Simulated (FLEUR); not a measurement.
## Nickel: orders along a scan of the ratio c/a

Wanted: the trend of the moments of Nickel with the ratio c/a.

Main program and level: FLEUR MaX-R8.1; PBE; all-electron FLAPW, Dirac cores, scalar-relativistic bands.

## (1) Starting point

It takes space group Fm-3m (No. 225, cubic). The conventional cell has a = 3.524 Å, b = 3.524 Å, c = 3.524 Å, α = 90.00°, β = 90.00°, γ = 90.00°. Nearest to Ni lie 12 Ni at 2.49 Å.

Structure file:

```
Ni
1.0
     0.00000    1.76194    1.76194
     1.76194    0.00000    1.76194
     1.76194    1.76194    0.00000
Ni
1
Direct
  0.00000 0.00000 0.00000
```

## (2) Factor 1, start ferro +

The scan starts at the cell as given.

Lengths along (0, 0, 1) take the factor and those normal to it its inverse root, so the volume stays. Atoms keep their fractional places. Spheres, Kmax and the mesh are the same at all points, the spheres being those of the tightest cell. inpgen writes inp.xml from crystal.txt; cutoffs, mixing, functional, smearing and local orbitals are then set in the file. The k list default-1 (kpts.xml, not shown) is a Γ-centred 14×14×14 mesh; where the ranks do not divide the number of points, some are split in two of half the weight.

File inp.xml:

```
<?xml version="1.0" encoding="UTF-8" standalone="no"?>
<fleurInput fleurInputVersion="0.39">
   <comment>
      Ni
   </comment>
   <calculationSetup>
      <cutoffs Kmax="3.74" Gmax="11.2" GmaxXC="11.2" numbands="0"/>
      <scfLoop itmax="110" minDistance="0.00002" maxIterBroyd="15" imix="Anderson" alpha="0.05" precondParam="0.0" spinf="2.0" sdNocoIR="T"/>
      <coreElectrons ctail="T" frcor="F" kcrel="0" coretail_lmax="0"/>
      <xcFunctional name="pbe" relativisticCorrections="F"/>
      <magnetism jspins="2"/>
      <soc l_soc="F" theta="0.0" phi="0.0" spav="F"/>
      <expertModes spex="0" secvar="F"/>
      <geometryOptimization l_f="F" forcealpha="1.0" forcemix="BFGS" epsdisp="0.00001" epsforce="0.00001"/>
      <ldaU l_linMix="F" mixParam="0.05" spinf="1.0"/>
   </calculationSetup>
   <cell>
      <bzIntegration valenceElectrons="18.0" mode="hist" fermiSmearingEnergy="0.00183747">
         <kPointListSelection listName="default-1"/>
         <xi:include xmlns:xi="http://www.w3.org/2001/XInclude" href="kpts.xml"> </xi:include>
      </bzIntegration>
      <xi:include xmlns:xi="http://www.w3.org/2001/XInclude" href="sym.xml"> </xi:include>
      <bulkLattice scale="1.0">
         <bravaisMatrix>
            <row-1>    0.0000000000000000     3.3295745993471009     3.3295745993471009</row-1>
            <row-2>    3.3295745993471009     0.0000000000000000     3.3295745993471009</row-2>
            <row-3>    3.3295745993471009     3.3295745993471009     0.0000000000000000</row-3>
         </bravaisMatrix>
      </bulkLattice>
   </cell>
   <atomSpecies>
      <species name="Nickel (Ni1.000" element="Ni" atomicNumber="28">
         <mtSphere radius="2.19" gridPoints="725" logIncrement="0.017"/>
         <atomicCutoffs lmax="8" lnonsphr="6"/>
         <electronConfig flipSpins="F">
            <coreConfig>(1s1/2) (2s1/2) (2p1/2) (2p3/2)</coreConfig>
            <valenceConfig>(3s1/2) (3p1/2) (3p3/2) (4s1/2) (3d3/2) (3d5/2)</valenceConfig>
            <stateOccupation state="(3d3/2)" spinUp="1.6" spinDown="1.6"/>
            <stateOccupation state="(3d5/2)" spinUp="2.9" spinDown="1.9"/>
         </electronConfig>
         <energyParameters s="4" p="4" d="3" f="4"/>
         <lo type="SCLO" l="0" n="3" eDeriv="0"/>
         <lo type="SCLO" l="1" n="3" eDeriv="0"/>
      </species>
   </atomSpecies>
   <atomGroups>
      <atomGroup species="Nickel (Ni1.000">
         <relPos label="                   1">.0000000000 .0000000000 .0000000000</relPos>
         <force calculate="T" relaxXYZ="TTT"/>
      </atomGroup>
   </atomGroups>
   <output dos="F" band="F" slice="F">
      <bandDOS minEnergy="-.5*Htr" maxEnergy="0.5*Htr" sigma="0.015" storeEVData="T"/>
      <plotting iplot="0" polar="F">
         <plot TwoD="T" vec1="  1.0  0.0  0.0" vec2="  0.0  1.0  0.0" vec3="  0.0  0.0  1.0" zero="  0.0  0.0  0.0" file="plot"/>
      </plotting>
      <moessbauerParams electricFieldGradient="F" isomerShift="F" coreHyperfine="F" valenceHyperfine="F"/>
   </output>
</fleurInput>
```

File crystal.txt:

```
Ni
&input film=F cartesian=F /
0.00000000000  1.76193500000  1.76193500000
1.76193500000  0.00000000000  1.76193500000
1.76193500000  1.76193500000  0.00000000000
1.8897261246
1.0 1.0 1.0

1
28 0.00000000000  0.00000000000  0.00000000000 : 1.000

&kpt div1=14 div2=14 div3=14 gamma=T /
```

Started as:

```bash
> OMP_NUM_THREADS=1 inpgen -f crystal.txt > inpgen.log  # inp.xml is then edited as shown
> OMP_NUM_THREADS=1 mpirun -n 4 fleur_MPI > fleur.log
```

Output:

```text
Welcome to FLEUR        (www.flapw.de)
      MaX-Release 8.1          (www.max-centre.eu)

 ========== k-point set info ==========
 Selected k-point list: default-1
 k-point list type: mesh
 14 x 14 x 14
 Number of k points: 104

 ------------Calculation Setup---------------------------
 Number of MPI-tasks      :            4
 Number of PE/node        :            4
 Number of OMP-threads    :            1
 k-points in parallel     :            4
 pe's per k-point         :            1
 No of k-point loops      :           26
 Eigenvalue solver        :       lapack
 Number of basis functions:           76
 Approximate size of matrices (H+S) per k-point:         0.000 GB
 --------------------------------------------------------
 Iteration:     1   Distance:       8.25524669 me/bohr^3
 Iteration:     2   Distance:       7.88730869 me/bohr^3
 Iteration:     3   Distance:       4.99152715 me/bohr^3
 Iteration:     4   Distance:       1.63059736 me/bohr^3
 Iteration:     5   Distance:       1.73132594 me/bohr^3
 Iteration:     6   Distance:       0.87888440 me/bohr^3
 Iteration:     7   Distance:       0.95659951 me/bohr^3
 Iteration:     8   Distance:       0.36308136 me/bohr^3
 Iteration:     9   Distance:       0.19282355 me/bohr^3
 Iteration:    10   Distance:       0.06655299 me/bohr^3
 Iteration:    11   Distance:       0.06625458 me/bohr^3
 Iteration:    12   Distance:       0.03184567 me/bohr^3
 Iteration:    13   Distance:       0.02931221 me/bohr^3
 Iteration:    14   Distance:       0.00061390 me/bohr^3
 Iteration:    15   Distance:       0.00033660 me/bohr^3
 Iteration:    16   Distance:       0.00028486 me/bohr^3
 Iteration:    17   Distance:       0.00018540 me/bohr^3
 Iteration:    18   Distance:       0.00010435 me/bohr^3
 Iteration:    19   Distance:       0.00004541 me/bohr^3
 Iteration:    20   Distance:       0.00000674 me/bohr^3

 ********************************************************************
 Run finished successfully
 Stop message:
   all done
 ********************************************************************

--- out.xml (last complete iteration) ---
<iteration numberForCurrentRun="   20" overallNumber="   20">
         [... left out ...]
         <bandgap value="0.0117152969" units="eV"/>
         <sumValenceSingleParticleEnergies value="-16.4956019935" units="Htr"/>
         <FermiEnergy value="0.3317108354" units="Htr"/>
         <valenceDensity>
            <mtCharges spin="1">
               <mtCharge atomType="1" total="8.7452523" s="1.1878373" p="3.1559578" d="4.3889141" f="0.0097508"/>
            </mtCharges>
            <mtCharges spin="2">
               <mtCharge atomType="1" total="8.1056059" s="1.1924163" p="3.1737368" d="3.7262966" f="0.0103972"/>
            </mtCharges>
            <spinDependentCharge spin="1" total="9.3010550" interstitial="0.5558027" mtSpheres="8.7452523"/>
            <spinDependentCharge spin="2" total="8.6989450" interstitial="0.5933391" mtSpheres="8.1056059"/>
            <totalCharge value="18.0000000000"/>
         </valenceDensity>
         [... left out ...]
         <magneticMomentsInMTSpheres units="muBohr">
            <globalMagMoment atomType="1" vec="0.00000   0.00000   0.63965"/>
            <localMagMoment atomType="1" vec="0.00000   0.00000   0.63965"/>
         </magneticMomentsInMTSpheres>
         [... left out ...]
         <totalEnergy value="    -1520.8300326843" units="Htr">
            <sumOfEigenvalues value="     -872.1296840456">
               <coreElectrons value="-855.6340820521"/>
               <valenceElectrons value="-16.4956019935"/>
            </sumOfEigenvalues>
            <densityCoulombPotentialIntegral value="-2334.5932421382"/>
            <densityEffectivePotentialIntegral value="-2417.2078393362"/>
            <chargeDenXCDenIntegral value="-63.5946272988"/>
            <FockExchangeEnergyValence value="0.0000000000"/>
            <FockExchangeEnergyCore value="0.0000000000"/>
         [... left out ...]
            <tkbTimesEntropy value="0.0005852113"/>
            <freeEnergy value="-1520.8306178956"/>
            <extrapolationTo0K value="-1520.8303252899"/>
         </totalEnergy>
         <densityConvergence units="me/bohr^3">
            <chargeDensity spin="1" distance="0.0000051445"/>
            <chargeDensity spin="2" distance="0.0000035317"/>
            <overallChargeDensity distance="0.0000057020"/>
            <spinDensity distance="0.0000067354"/>
         </densityConvergence>
      </iteration>
```

Run time: 6.5 s. Hardware: 4 MPI ranks of Arm Neoverse V2, shared host; peak memory 0.16 GiB.

Numbers from this step:

- free energy: -41383.9094 eV
- program's band gap on this mesh (in a metal only a level spacing): 0.01172 eV
- magnetization: 0.6021 μB
- final state: ferromagnetic
- largest moment: 0.6397 μB

After 20 cycles the largest moment stands at 0.640 μB.

## (3) Factor 1, start antiferro q=(0,1/2,1/2) +-

The k list default-1 (kpts.xml, not shown) is a Γ-centred 14×7×14 mesh.

Changes to inp.xml since step 2:

```diff
@@ -17,3 +17,3 @@
    <cell>
-      <bzIntegration valenceElectrons="18.0" mode="hist" fermiSmearingEnergy="0.00183747">
+      <bzIntegration valenceElectrons="36.0" mode="hist" fermiSmearingEnergy="0.00183747">
          <kPointListSelection listName="default-1"/>
@@ -25,4 +25,4 @@
             <row-1>    0.0000000000000000     3.3295745993471009     3.3295745993471009</row-1>
-            <row-2>    3.3295745993471009     0.0000000000000000     3.3295745993471009</row-2>
-            <row-3>    3.3295745993471009     3.3295745993471009     0.0000000000000000</row-3>
+            <row-2>    6.6591491986942017     0.0000000000000000     6.6591491986942017</row-2>
+            <row-3>    6.6591491986942017     3.3295745993471009     3.3295745993471009</row-3>
          </bravaisMatrix>
@@ -44,2 +44,15 @@
       </species>
+      <species name="Nickel (Ni-1.000" element="Ni" atomicNumber="28">
+         <mtSphere radius="2.19" gridPoints="725" logIncrement="0.017"/>
+         <atomicCutoffs lmax="8" lnonsphr="6"/>
+         <electronConfig flipSpins="F">
+            <coreConfig>(1s1/2) (2s1/2) (2p1/2) (2p3/2)</coreConfig>
+            <valenceConfig>(3s1/2) (3p1/2) (3p3/2) (4s1/2) (3d3/2) (3d5/2)</valenceConfig>
+            <stateOccupation state="(3d3/2)" spinUp="1.6" spinDown="1.6"/>
+            <stateOccupation state="(3d5/2)" spinUp="1.9" spinDown="2.9"/>
+         </electronConfig>
+         <energyParameters s="4" p="4" d="3" f="4"/>
+         <lo type="SCLO" l="0" n="3" eDeriv="0"/>
+         <lo type="SCLO" l="1" n="3" eDeriv="0"/>
+      </species>
    </atomSpecies>
@@ -48,2 +61,6 @@
          <relPos label="                   1">.0000000000 .0000000000 .0000000000</relPos>
+         <force calculate="T" relaxXYZ="TTT"/>
+      </atomGroup>
+      <atomGroup species="Nickel (Ni-1.000">
+         <relPos label="                   2">.0000000000 1.000/2.000 .0000000000</relPos>
          <force calculate="T" relaxXYZ="TTT"/>
```

File crystal.txt:

```
Ni
&input film=F cartesian=F /
0.00000000000  1.76193500000  1.76193500000
3.52387000000  0.00000000000  3.52387000000
3.52387000000  1.76193500000  1.76193500000
1.8897261246
1.0 1.0 1.0

2
28 0.00000000000  0.00000000000  0.00000000000 : 1.000
28 0.00000000000  0.50000000000  0.00000000000 : -1.000

&kpt div1=14 div2=7 div3=14 gamma=T /
```

Output:

```text
[banner, memory and clock lines left out]
Welcome to FLEUR        (www.flapw.de)
      MaX-Release 8.1          (www.max-centre.eu)

 ========== k-point set info ==========
 Selected k-point list: default-1
 k-point list type: mesh
 14 x 7 x 14
 Number of k points: 372

 [... set-up left out ...]
 Iteration:     1   Distance:      19.20493845 me/bohr^3
 Iteration:     2   Distance:      18.63649471 me/bohr^3
 Iteration:     3   Distance:       9.75082465 me/bohr^3
 Iteration:     4   Distance:       4.05489763 me/bohr^3
 Iteration:     5   Distance:       3.40022334 me/bohr^3
 Iteration:     6   Distance:       1.23848971 me/bohr^3
 Iteration:     7   Distance:       1.11786695 me/bohr^3
 Iteration:     8   Distance:       0.90240803 me/bohr^3
[... lines left out ...]
[... 36 iterations left out ...]
[... lines left out ...]
 Iteration:    51   Distance:       0.00043744 me/bohr^3
 Iteration:    52   Distance:       0.00030102 me/bohr^3
 Iteration:    53   Distance:       0.00012211 me/bohr^3
 Iteration:    54   Distance:       0.00019841 me/bohr^3
 Iteration:    55   Distance:       0.00004343 me/bohr^3
 Iteration:    56   Distance:       0.00000654 me/bohr^3

 ********************************************************************
 Run finished successfully
 Stop message:
   all done
 ********************************************************************

--- out.xml (last complete iteration) ---
<iteration numberForCurrentRun="   56" overallNumber="   56">
         [... left out ...]
         <bandgap value="0.0000000808" units="eV"/>
         <sumValenceSingleParticleEnergies value="-32.9674098361" units="Htr"/>
         <FermiEnergy value="0.3239768649" units="Htr"/>
         [... left out ...]
         <magneticMomentsInMTSpheres units="muBohr">
            <globalMagMoment atomType="1" vec="0.00000   0.00000   0.11097"/>
            <globalMagMoment atomType="2" vec="0.00000   0.00000  -0.11097"/>
         </magneticMomentsInMTSpheres>
         [... left out ...]
         <totalEnergy value="    -3041.6554382469" units="Htr">
            <sumOfEigenvalues value="    -1744.2303035670">
               <coreElectrons value="-1711.2628937309"/>
               <valenceElectrons value="-32.9674098361"/>
            </sumOfEigenvalues>
         [... left out ...]
            <freeEnergy value="-3041.6576106126"/>
            <extrapolationTo0K value="-3041.6565244297"/>
         </totalEnergy>
         <densityConvergence units="me/bohr^3">
            <chargeDensity spin="1" distance="0.0000046111"/>
            <chargeDensity spin="2" distance="0.0000043072"/>
            <overallChargeDensity distance="0.0000060665"/>
            <spinDensity distance="0.0000065441"/>
         </densityConvergence>
      </iteration>
```

Run time: 2.4 min. Hardware: 4 MPI ranks; peak memory 0.27 GiB.

This step gave:

```yaml
free_energy: -82767.7201 eV
program_s_band_gap_on_this_mesh_in_a_metal_only_a_level_spacing: 8.08e-8 eV
final_state: weak moments in the typed pattern, under 0.15 μB
```

After 56 cycles the largest moment is only 0.11 μB, under the 0.15 μB from which a state is called magnetic here.

## (4) Factor 1.1, start ferro +

The farthest finished point is shown in full.

The k list default-1 (kpts.xml, not shown) is a Γ-centred 14×14×14 mesh.

Changes to inp.xml since step 3:

```diff
@@ -17,3 +17,3 @@
    <cell>
-      <bzIntegration valenceElectrons="36.0" mode="hist" fermiSmearingEnergy="0.00183747">
+      <bzIntegration valenceElectrons="18.0" mode="hist" fermiSmearingEnergy="0.00183747">
          <kPointListSelection listName="default-1"/>
@@ -24,5 +24,5 @@
          <bravaisMatrix>
-            <row-1>    0.0000000000000000     3.3295745993471009     3.3295745993471009</row-1>
-            <row-2>    6.6591491986942017     0.0000000000000000     6.6591491986942017</row-2>
-            <row-3>    6.6591491986942017     3.3295745993471009     3.3295745993471009</row-3>
+            <row-1>    0.0000000000000000     3.1746248186130397     3.6625320592818107</row-1>
+            <row-2>    3.1746248186130397     0.0000000000000000     3.6625320592818107</row-2>
+            <row-3>    3.1746248186130397     3.1746248186130397     0.0000000000000000</row-3>
          </bravaisMatrix>
@@ -44,15 +44,2 @@
       </species>
-      <species name="Nickel (Ni-1.000" element="Ni" atomicNumber="28">
-         <mtSphere radius="2.19" gridPoints="725" logIncrement="0.017"/>
-         <atomicCutoffs lmax="8" lnonsphr="6"/>
-         <electronConfig flipSpins="F">
-            <coreConfig>(1s1/2) (2s1/2) (2p1/2) (2p3/2)</coreConfig>
-            <valenceConfig>(3s1/2) (3p1/2) (3p3/2) (4s1/2) (3d3/2) (3d5/2)</valenceConfig>
-            <stateOccupation state="(3d3/2)" spinUp="1.6" spinDown="1.6"/>
-            <stateOccupation state="(3d5/2)" spinUp="1.9" spinDown="2.9"/>
-         </electronConfig>
-         <energyParameters s="4" p="4" d="3" f="4"/>
-         <lo type="SCLO" l="0" n="3" eDeriv="0"/>
-         <lo type="SCLO" l="1" n="3" eDeriv="0"/>
-      </species>
    </atomSpecies>
@@ -61,6 +48,2 @@
          <relPos label="                   1">.0000000000 .0000000000 .0000000000</relPos>
-         <force calculate="T" relaxXYZ="TTT"/>
-      </atomGroup>
-      <atomGroup species="Nickel (Ni-1.000">
-         <relPos label="                   2">.0000000000 1.000/2.000 .0000000000</relPos>
          <force calculate="T" relaxXYZ="TTT"/>
```

File crystal.txt:

```
Ni
&input film=F cartesian=F /
0.00000000000  1.67993910720  1.93812850000
1.67993910720  0.00000000000  1.93812850000
1.67993910720  1.67993910720  0.00000000000
1.8897261246
1.0 1.0 1.0

1
28 0.00000000000  0.00000000000  0.00000000000 : 1.000

&kpt div1=14 div2=14 div3=14 gamma=T /
```

Output:

```text
[banner, memory and clock lines left out]
Welcome to FLEUR        (www.flapw.de)
      MaX-Release 8.1          (www.max-centre.eu)

 ========== k-point set info ==========
 Selected k-point list: default-1
 k-point list type: mesh
 14 x 14 x 14
 Number of k points: 244

 [... set-up left out ...]
 Iteration:     1   Distance:       9.27405314 me/bohr^3
 Iteration:     2   Distance:       8.85198123 me/bohr^3
 Iteration:     3   Distance:       5.54438706 me/bohr^3
 Iteration:     4   Distance:       1.58737754 me/bohr^3
 Iteration:     5   Distance:       1.23154485 me/bohr^3
[...]
<sumOfEigenvalues value="     -872.1079212017">
               <coreElectrons value="-855.6225629639"/>
               <valenceElectrons value="-16.4853582378"/>
            </sumOfEigenvalues>
         [... left out ...]
            <freeEnergy value="-1520.8280366970"/>
            <extrapolationTo0K value="-1520.8277332370"/>
         </totalEnergy>
         <densityConvergence units="me/bohr^3">
            <chargeDensity spin="1" distance="0.0000066167"/>
            <chargeDensity spin="2" distance="0.0000097191"/>
            <overallChargeDensity distance="0.0000115213"/>
            <spinDensity distance="0.0000119893"/>
         </densityConvergence>
      </iteration>
```

Run time: 9.6 s. Hardware: 4 MPI ranks; peak memory 0.26 GiB; 38 s of CPU time.

Spin moment in the muffin-tin sphere by atom:

| atom | spin moment in the muffin-tin sphere (μB) |
| --- | --- |
| Ni1 | 0.671 |

Read from the output:

* free energy: -41383.8391 eV
* program's band gap on this mesh (in a metal only a level spacing): 0.003911 eV
* magnetization: 0.6368 μB
* final state: ferromagnetic

After 19 cycles the largest moment stands at 0.671 μB.

(Continued in part 2 of 2.)

[Logs and program files are shortened in this print: banners, set-up blocks, solver, clock and traceback lines can be left out without a mark of their own.]

[Logs are printed without paths, hosts, clocks, repeated set-up lines and the standing remarks that a program may print on its own settings, such as how far it seeks lower states.]

[Hosts, paths, dates, database ids (printed as entryN), source tags and the programs' standing remarks are cut or masked in the printed files.]

[Where a cell is said to come from a database of computed structures, the database is the Materials Project.]
